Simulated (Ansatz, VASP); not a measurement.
One calculation of Si, two programs

```
Si
1.0
     0.00000    2.73537    2.73537
     2.73537    0.00000    2.73537
     2.73537    2.73537    0.00000
Si
2
Direct
  0.75000 0.75000 0.75000
  0.50000 0.50000 0.50000
```

Alike in both runs: functional PBE; k mesh 8 × 8 × 8; occupations gaussian, width 0.02 eV; no spin polarisation.

Ansatz relaxed the structure, and its values are those at the end. VASP's run is a single point on that final structure, the one shown.

|  | VASP | Ansatz |
| --- | --- | --- |
| version | VASP 6.6.1 | Ansatz 0.2.0 |
| potentials or method | VASP PAW PBE potentials, release 64 (Si) | scalar-relativistic, plane waves, PAW |
| plane-wave cutoff (eV) | 520 | 420 |
| valence electrons in the cell | 8 | 8 |

VASP gave:

| Property | Result |
| --- | --- |
| gap on the k mesh at the Fermi level (eV) | 0.65 |
| least direct gap on the mesh (eV) | 2.56 |
| pressure (GPa) | -0.1 |

Question: What did Ansatz give for the same quantities?

Answer: gap on the k mesh at the Fermi level (eV): 0.65; least direct gap on the mesh (eV): 2.55; pressure (GPa): 0.0.

A k mesh can miss the band edges.
